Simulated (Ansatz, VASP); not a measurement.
# GaN in two plane-wave programs, part 2 of 3

Wanted: the spread between two codes on one cell, functional and k mesh.

VASP 6.6.1 and Ansatz 0.2.0.

So far: The structure; VASP: band structure, HSE06.

The database entry behind the starting cell differs from later determinations by our own check (about 0.3 % short, ideal inner coordinate), so it need not match the best structure at ambient conditions.

## 3. Ansatz: band structure, HSE06

Level of this step: Ansatz beside VASP: Kohn-Sham DFT, plane waves, HSE06 (Ansatz).

Ansatz runs on its default PAW (the set named soft_2) files.

The same cell, functional, mesh and smearing now go to Ansatz, which takes its cutoff from its data sets.

Input file input.yaml:

```yaml
crystal:
  lattice:
    - [3.18, 0.0, 0.0]
    - [-1.59, 2.753960784, 0.0]
    - [0.0, 0.0, 5.166]
  atoms:
    - { symbol: Ga, position: [0.3333333333, 0.6666666667, 0.0] }
    - { symbol: Ga, position: [0.6666666667, 0.3333333333, 0.5] }
    - { symbol: "N", position: [0.3333333333, 0.6666666667, 0.375] }
    - { symbol: "N", position: [0.6666666667, 0.3333333333, 0.875] }
hamiltonian:
  xc: { exchange: pbe, correlation: pbe, exx: { coeff: 0.25, omega: 0.2 } }
  pseudopotentials: { kind: paw }
kpoints:
  mp_grid: { grid: [5, 5, 3] }
  band_path:
    path:
      - [0.0, 0.0, 0.0]
      - [0.4, 0.0, 0.0]
      - [0.4, 0.2, 0.0]
      - [0.2, 0.2, 0.0]
      - [0.0, 0.0, 0.1]
      - [0.0, 0.0, 0.5]
      - [0.4, 0.0, 0.5]
      - [0.4, 0.2, 0.5]
      - [0.2, 0.2, 0.5]
      - [0.5, 0.0, 0.4]
      - [0.33333, 0.33333, 0.0]
      - [0.33333, 0.33333, 0.5]
    npoints: 1
scf:
  occupations: { method: gaussian, width: 0.02 }
  n_extra_bands: 8
output:
  forces: true
  stress: true
  eigenvalues: true
```

On the command line:

```bash
ansatz run input.yaml --threads 4 --pin off --max-ram 9216MiB --backend cpu --events-out ev --progress --plain --runs-dir out
```

Numbers of over 12 decimals in the logs are rounded to 6 here.

Output:

```text
Warning: output.stress: scf.convergence.dr2_threshold = 1e-7 eV (the SCF's general default) is looser than the 4e-10 eV advised for a printed stress (1e-10 eV for each atom of the cell: 4). What an SCF threshold leaves in a stress goes as its square root, and in the free energy as the threshold itself, and one threshold admits the most on a small cell: [figures from the program's tests cut] Set scf.convergence.dr2_threshold to 4e-10 eV or tighter. The threshold is an SCF's pass mark: one that does not reach it within its budget of iterations ends unconverged, or closes short of it on a stop that the run arms, and scf.convergence.dr2_threshold's page says what that costs each kind of run
Warning: output.stress: scf.exx.energy_threshold = 1e-6 eV is looser than the 4e-8 eV advised for a stress under a hybrid functional (1e-8 eV for each atom of the cell: 4). Every SCF of the exchange loop can meet its threshold on dr2 while the loop round them stops early: no threshold on dr2 bounds what that leaves in the stress. Set scf.exx.energy_threshold to 4e-8 eV or tighter. The threshold is the loop's pass mark: a loop that does not reach it within its budget of cycles ends unconverged, and scf.exx.energy_threshold's page has the law
scf.n_extra_bands = 8 over 18 filled bands (N_el = 36.0): the run solves 26 bands
Engine: ansatz 0.2.0, aarch64-unknown-linux-gnu
Pseudopotentials: kind: paw
Pseudopotential: Ga, paw, valence charge 13, recommended cutoff 420 eV (normal), Ga.paw.azcp
Pseudopotential: N, paw, valence charge 5, recommended cutoff 420 eV (normal), N.paw.azcp
Functional definition: unnamed
  parameter a_1 = 0.25
  parameter omega_1 = 0.2/angstrom
  exchange = pbe_x + (-a_1)*pbe_x_sr(omega_1) + a_1*exact_x_sr(omega_1)
  correlation = pbe_c
Crystal: 4 atoms, lattice volume = 45.242 Å³
Basis set: ecut = 420 eV, 881 PW (Γ), exchange–correlation on 48×48×72 points (8 copies of the dense FFT grid, shifted against one another)
Bands: 26, of which v1, the nominal top of the filled ones, is band 18 counted from 1 (17 counted from 0)
Symmetry: 12 space group operations
Space group: P63mc (ITA 186), of the structure as read, at distance tolerance 3.6e-5 Å
k-points: 10 of 75 (time reversal used)
Non-local potential: Ga, projectors of the file, l = 0: 2, l = 1: 2, l = 2: 3, l = 3: 1
Non-local potential: N, projectors of the file, l = 0: 2, l = 1: 2, l = 2: 1
PAW form: soft (Blöchl's): semilocal exchange-correlation on the pseudo side does not see the compensation charge
PAW frozen core: Ga, regenerated for the run's functional, and the local potential with it (the file was generated under x = pbe(κ = 0.804, μ = 0.219515), c = pbe(β = 0.066725))
PAW frozen core: N, regenerated for the run's functional, and the local potential with it (the file was generated under x = pbe(κ = 0.804, μ = 0.219515), c = pbe(β = 0.066725))
PAW one-centre angular grid: Ga, 590 points (default); XC on 64 Gauss nodes
PAW one-centre angular grid: N, 110 points (default); XC on 64 Gauss nodes
Initial density: superposition of atomic densities (neutral atoms: chi_scale 0, normalization atom), corrected by the library's trained network
Initial wavefunctions: pseudopotential atomic-orbital guess
Functional: x = pbe(κ = 0.804, μ = 0.219515), c = pbe(β = 0.066725), warm-up for x = pbe(κ = 0.804, μ = 0.219515) + 0.25 (exact − pbe) at short range (hse, ω = 0.2 Å⁻¹), c = pbe(β = 0.066725)
SCF iter   1: F=—  HF=-8335.785834 eV  |F-HF|=—  |Δ(HF+E_count)|=         —  Δρ=8.58e-4  dr2=1.22e-4  ethr=1.77e-3  ⟨swp⟩=2.0  Hψ=1649  notcnv=0
preconditioner: auto → none  [insulator: Δε(μ)=1.958 eV  Ē_g=18.876 eV  σ=0.020 eV  W_gap=1.00  n_scr=22 (ndim 8)  ℏωp=33.1 eV  f_vac=0.008  D(μ)=0.00/eV (n_scr^D=0)]
SCF iter   2: F=-8335.786186 eV  HF=-8335.786082 eV  |F-HF|=1.04e-4  |Δ(HF+E_count)|=   2.48e-4  Δρ=4.02e-4  dr2=2.72e-5  ethr=3.40e-7  ⟨swp⟩=4.5  Hψ=780  notcnv=0
SCF 1 stopped early in 2 iterations: F = -8335.786186 eV  dr2 = 2.72e-5
  greatest PAW one-centre occupation: 0.995 electrons in one spin orbital (limit 2), on the Ga atom at site 0 (counted from 0), in its partial waves of l = 2
Initial density: handed on by an earlier stage of this run
Initial wavefunctions: those handed on with the density
Functional: x = pbe(κ = 0.804, μ = 0.219515) + 0.25 (exact − pbe) at short range (hse, ω = 0.2 Å⁻¹), c = pbe(β = 0.066725)
Exchange kernel: α = 0.2500, screened, ω = 0.2000 Å⁻¹, Wigner–Seitz truncation, v(0) = 1107.5795 eV·Å³, q-mesh 5×5×3, nearest image of the exchange supercell L = 15.50 Å, pair-density grid 20×20×30, without the augmentation charges, whose exchange is taken in its separable form by FFT convolution over the k-point mesh (sized by the pseudopotential files, 20×20×36 at the most), smooth part of the exact exchange by density-matrix convolution
Frozen-core exchange: fock
SCF iter   1: F=—  HF=-8336.825218 eV  |F-HF|=—  |Δ(HF+E_count)|=         —  Δρ=1.76e-2  dr2=5.54e-2  ethr=7.56e-7  ⟨swp⟩=6.0  Hψ=1315  notcnv=0
preconditioner: auto → none  [insulator: Δε(μ)=3.211 eV  Ē_g=22.118 eV  σ=0.020 eV  W_gap=1.00  n_scr=22 (ndim 8)  ℏωp=33.1 eV  f_vac=0.008  D(μ)=0.00/eV (n_scr^D=0)]
SCF iter   2: F=—  HF=-8336.798280 eV  |F-HF|=—  |Δ(HF+E_count)|=   2.69e-2  Δρ=4.30e-3  dr2=5.85e-3  ethr=7.56e-7  ⟨swp⟩=4.0  Hψ=959  notcnv=0
SCF iter   3: F=—  HF=-8336.813482 eV  |F-HF|=—  |Δ(HF+E_count)|=   1.52e-2  Δρ=4.35e-3  dr2=3.13e-3  ethr=7.56e-7  ⟨swp⟩=4.0  Hψ=966  notcnv=0
SCF iter   4: F=—  HF=-8336.813028 eV  |F-HF|=—  |Δ(HF+E_count)|=   4.54e-4  Δρ=1.49e-3  dr2=3.50e-4  ethr=7.56e-7  ⟨swp⟩=3.3  Hψ=630  notcnv=0
SCF iter   5: F=—  HF=-8336.813314 eV  |F-HF|=—  |Δ(HF+E_count)|=   2.87e-4  Δρ=4.65e-4  dr2=6.42e-5  ethr=7.56e-7  ⟨swp⟩=3.6  Hψ=517  notcnv=0
SCF iter   6: F=—  HF=-8336.813295 eV  |F-HF|=—  |Δ(HF+E_count)|=   1.86e-5  Δρ=1.61e-4  dr2=1.54e-5  ethr=1.72e-7  ⟨swp⟩=3.0  Hψ=631  notcnv=0
iter 7 solved again at ethr=4.63e-10 eV; its pass at ethr=3.63e-8 eV (dr2=1.67e-7 eV) is discarded
SCF iter   7: F=-8336.813291 eV  HF=-8336.813291 eV  |F-HF|=1.78e-7  |Δ(HF+E_count)|=   4.24e-6  Δρ=2.39e-5  dr2=2.49e-6  ethr=4.63e-10  ⟨swp⟩=3.8  Hψ=1134  notcnv=0
SCF 2 stopped early in 7 iterations: F = -8336.813291 eV  dr2 = 2.49e-6
  Residual-converged pass: ⟨swp⟩=3.0  Hψ=585  notcnv=0  max |occ|·‖R‖ = 6.1e-6 eV (tolerance 6.7e-6 eV)  dr2=2.49e-6  dr2_onsite=1.21e-7  max |Δocc| = 0.0e0
  greatest PAW one-centre occupation: 0.996 electrons in one spin orbital (limit 2), on the Ga atom at site 0 (counted from 0), in its partial waves of l = 2
hybrid outer 1: dexx = +1.746e-2 eV, tail = 5.48e-5 eV
Exchange kernel: α = 0.2500, screened, ω = 0.2000 Å⁻¹, Wigner–Seitz truncation, v(0) = 1107.5795 eV·Å³, q-mesh 5×5×3, nearest image of the exchange supercell L = 15.50 Å, pair-density grid 20×20×30, without the augmentation charges, whose exchange is taken in its separable form by FFT convolution over the k-point mesh (sized by the pseudopotential files, 20×20×36 at the most), smooth part of the exact exchange by density-matrix convolution
Frozen-core exchange: fock
SCF iter   1: F=—  HF=-8336.812749 eV  |F-HF|=—  |Δ(HF+E_count)|=         —  Δρ=5.65e-5  dr2=8.65e-7  ethr=7.62e-7  ⟨swp⟩=4.2  Hψ=610  notcnv=0
preconditioner: auto → none  [insulator: Δε(μ)=3.260 eV  Ē_g=21.948 eV  σ=0.020 eV  W_gap=1.00  n_scr=22 (ndim 8)  ℏωp=33.1 eV  f_vac=0.011  D(μ)=0.00/eV (n_scr^D=0)]
SCF iter   2: F=—  HF=-8336.812751 eV  |F-HF|=—  |Δ(HF+E_count)|=   1.75e-6  Δρ=1.45e-5  dr2=3.87e-8  ethr=2.02e-9  ⟨swp⟩=4.0  Hψ=784  notcnv=0
SCF iter   3: F=—  HF=-8336.812751 eV  |F-HF|=—  |Δ(HF+E_count)|=   2.76e-8  Δρ=6.76e-6  dr2=8.98e-9  ethr=1.02e-10  ⟨swp⟩=4.0  Hψ=716  notcnv=0
SCF iter   4: F=—  HF=-8336.812751 eV  |F-HF|=—  |Δ(HF+E_count)|=   6.79e-9  Δρ=3.76e-6  dr2=2.02e-9  ethr=2.34e-11  ⟨swp⟩=2.4  Hψ=477  notcnv=0
SCF iter   5: F=-8336.812751 eV  HF=-8336.812751 eV  |F-HF|=2.80e-10  |Δ(HF+E_count)|=   1.67e-9  Δρ=1.12e-6  dr2=3.86e-10  ethr=4.09e-12  ⟨swp⟩=3.0  Hψ=471  notcnv=0
SCF 3 converged in 5 iterations: F = -8336.812751 eV  dr2 = 3.86e-10
  Residual-converged pass: ⟨swp⟩=3.0  Hψ=596  notcnv=0  max |occ|·‖R‖ = 5.1e-7 eV (tolerance 6.3e-7 eV)  dr2=4.02e-10  dr2_onsite=2.42e-10  max |Δocc| = 0.0e0
hybrid outer 2: dexx = +6.575e-7 eV, tail = 2.49e-8 eV, Δε = 2.93e-3 eV (about 7.41e-5 eV left of the loop's levels), ΔF = 4.64e-4 eV/Å (tail 1.66e-4)
NSCF: frozen V_eff on 12 k-points
hybrid SCF converged: 2 outer / 12 inner (+2 warm-up), last move |dexx| = 6.57e-7 eV, tail = 2.49e-8 eV
Stability not checked: this state was not tested for a lower state beside it, because the functional holds exact exchange (a hybrid, or Hartree-Fock), whose exchange loop this test does not read (fock_operator; see scf.lower_state_search)
Free energy (F): -8336.812751 eV
Frozen-core exchange: fock
Harris-Foulkes:  -8336.812751 eV  (|F-HF|=2.80e-10)
Internal energy: -8336.812751 eV  (E = F + TS)
E sigma→0 (E₀):  -8336.812751 eV
Fermi energy:    10.638819 eV
--- Per-component energies (eV) ---
  E_band       = -88.064074
  E_kinetic    = 494.411166
  E_local      = -3896.014087  (includes V_loc(G=0)·N_el)
  E_nonlocal   = 949.779875
  E_hartree    = 1801.803869
  E_xc         = -207.043670
  E_vxc        = -214.329794  (∫ρ·V_xc dr)
  E_exx        = -124.668496  (= α·E_x^exact, valence–valence)
  E_paw        = -4171.436973  (= ΣΔE_a)
  E_vpaw       = -776.183180  (= ΣTr[D̂ρ^β])
  E_aug_tail   = 0.000048  (compensation charges beyond the density's cutoff)
  E_ewald      = -3183.826728
  E_core_change = 0.182250  (= ΣΔE_core)
  E_smearing   = -0.000000  (= −TS)
  E_closure    = -0.000005  (closes the sum)
  Σ components = -8336.812751   (vs F -8336.812751, Δ=0.00e0)
--- Forces (eV/Å), atoms counted from 1 ---
  atom   1  Ga     0.00000000     0.00000000    -0.15630871
  atom   2  Ga     0.00000000    -0.00000000    -0.15630871
  atom   3  N      0.00000000     0.00000000     0.15630692
  atom   4  N      0.00000000    -0.00000000     0.15630692
  max |Σ_I F_I| component: 3.57e-6 eV/Å
--- Stress (GPa, compression-positive) ---
        0.487445       0.000000      -0.000000
        0.000000       0.487445       0.000000
       -0.000000       0.000000       2.043141
  P = ⅓ Tr σ = 1.0060 GPa (10.060 kbar)
--- Band table (eV; the first three rows and the last of 10) ---
  k-point 0: bands = [... 14 lower, 7.8603, 8.9528, 9.0087, 9.0087, 12.2689, 14.7698, 20.0518, 20.5385, ... 4 higher]
  k-point 1: bands = [... 14 lower, 8.1353, 8.1353, 8.7094, 8.7094, 13.9928, 14.9197, 19.3638, 19.7457, ... 4 higher]
  k-point 2: bands = [... 14 lower, 6.7223, 7.1211, 8.4931, 8.6488, 14.2142, 16.3865, 18.4148, 19.3499, ... 4 higher]
  k-point 9: bands = [... 14 lower, 4.6519, 5.8639, 6.5991, 7.3317, 15.7359, 17.0107, 18.2223, 18.5002, ... 4 higher]
```

Elapsed: 23 s, on 4 threads of Arm Neoverse V2, shared host; peak memory 0.77 GiB; 79 s of CPU time.

The column dr2 measures how far the density is from self-consistency, as an energy; F and HF (Harris–Foulkes) agree once it is small.

## 4. Differences

Known differences besides the potentials themselves: exact exchange at q = 0 is treated differently, which shows on coarse meshes; VASP keeps PBE cores, Ansatz makes them for the functional; the cutoff is 420 eV in Ansatz and 520 eV in VASP; VASP takes a coarser grid for exact exchange (PRECFOCK = Fast). Total energies have different zeros and are not compared.

Both answers:

```tsv
quantity	Ansatz	VASP	difference
gap over the path points (eV)	3.260	3.277	-0.017
```

Forces (eV/Å; atoms numbered as in POSCAR):

```tsv
atom	Ansatz x, y, z	VASP x, y, z
Ga1	0.000, 0.000, -0.156	0.000, 0.000, -0.153
Ga2	0.000, 0.000, -0.156	0.000, 0.000, -0.153
N3	0.000, 0.000, 0.156	0.000, 0.000, 0.153
N4	0.000, 0.000, 0.156	0.000, 0.000, 0.153
```

Levels at points of the path, from each program's valence-band top (eV; 4 filled, then empty):

```tsv
k (reciprocal lattice)	Ansatz	VASP
0.000 0.000 0.000	-1.15 -0.06 0.00 0.00 3.26 5.76 11.04	-1.15 -0.06 0.00 0.00 3.28 5.77 11.06
0.400 0.000 0.000	-4.75 -2.85 -1.93 -0.96 6.42 7.15 7.68	-4.75 -2.85 -1.93 -0.97 6.42 7.15 7.69
0.400 0.200 0.000	-4.76 -3.88 -2.67 -2.31 6.67 8.63 8.67	-4.77 -3.88 -2.68 -2.31 6.68 8.63 8.68
0.200 0.200 0.000	-4.71 -3.21 -1.55 -1.41 7.24 7.89 9.12	-4.71 -3.22 -1.56 -1.41 7.25 7.89 9.13
0.000 0.000 0.100	-1.12 -0.37 -0.03 -0.03 3.53 5.78 10.96	-1.12 -0.37 -0.03 -0.03 3.54 5.79 10.97
0.000 0.000 0.500	-0.59 -0.59 -0.59 -0.59 5.73 5.73 10.17	-0.59 -0.59 -0.59 -0.59 5.74 5.74 10.17
0.400 0.000 0.500	-2.16 -2.16 -1.98 -1.98 5.92 5.92 9.52	-2.16 -2.16 -1.99 -1.99 5.92 5.92 9.52
0.400 0.200 0.500	-3.80 -3.80 -1.69 -1.69 7.07 7.07 9.67	-3.80 -3.80 -1.69 -1.69 7.07 7.07 9.67
0.200 0.200 0.500	-2.79 -2.79 -1.97 -1.97 7.15 7.15 9.62	-2.79 -2.79 -1.97 -1.97 7.15 7.15 9.62
0.500 0.000 0.400	-2.60 -2.40 -1.81 -1.76 5.45 6.12 9.22	-2.60 -2.40 -1.81 -1.76 5.45 6.12 9.22
```

The forces differ by 1.9 meV/Å r.m.s., which is 2.2 % of the r.m.s. force of 0.09 eV/Å (both taken over all components). Among the levels compared at these points, filled levels agree within 5 meV and empty ones within 17 meV.

## 5. Ansatz: band structure, PBE-EpsX with an exact-exchange share of 0.172

The same path points are solved in both programs, so levels can be compared one by one.

input.yaml: that of step 3 with these lines changed.

```diff
@@ -11,3 +11,3 @@
 hamiltonian:
-  xc: { exchange: pbe, correlation: pbe, exx: { coeff: 0.25, omega: 0.2 } }
+  xc: { exchange: pbe, correlation: pbe, exx: { coeff: 0.172 } }
   pseudopotentials: { kind: paw }
```

Output:

```text
[...]
Crystal: 4 atoms, lattice volume = 45.242 Å³
Basis set: ecut = 420 eV, 881 PW (Γ), exchange–correlation on 48×48×72 points (8 copies of the dense FFT grid, shifted against one another)
Bands: 26, of which v1, the nominal top of the filled ones, is band 18 counted from 1 (17 counted from 0)
Symmetry: 12 space group operations
[...]
k-points: 10 of 75 (time reversal used)
[...]
--- Band table (eV; the first three rows and the last of 10) ---
  k-point 0: bands = [... 14 lower, 7.9013, 8.9755, 9.0309, 9.0309, 12.3400, 14.8133, 20.0220, 20.5549, ... 4 higher]
  k-point 1: bands = [... 14 lower, 8.1710, 8.1710, 8.7351, 8.7351, 14.0664, 14.9623, 19.3621, 19.7572, ... 4 higher]
  k-point 2: bands = [... 14 lower, 6.7609, 7.1738, 8.5203, 8.6754, 14.2865, 16.4143, 18.4418, 19.3847, ... 4 higher]
  k-point 9: bands = [... 14 lower, 4.7350, 5.9320, 6.6534, 7.3758, 15.8280, 17.0743, 18.2544, 18.5160, ... 4 higher]
[key lines of the parts left out:]
Free energy (F): -8336.592878 eV
Fermi energy:    10.685456 eV
P = ⅓ Tr σ = 2.7985 GPa (27.985 kbar)
```

Wall time 22 s (4 threads); peak memory 0.76 GiB; 75 s of CPU time.

(Continued in part 3 of 3.)

[Lines on the potential files, build, host, timing and source positions are cut from VASP's logs without a mark.]

[Logs are printed without paths, hosts, clocks, repeated set-up lines and the standing remarks that a program may print on its own settings, such as how far it seeks lower states.]

[Hosts, paths, dates, database ids (printed as entryN), source tags and the programs' standing remarks are cut or masked in the printed files.]
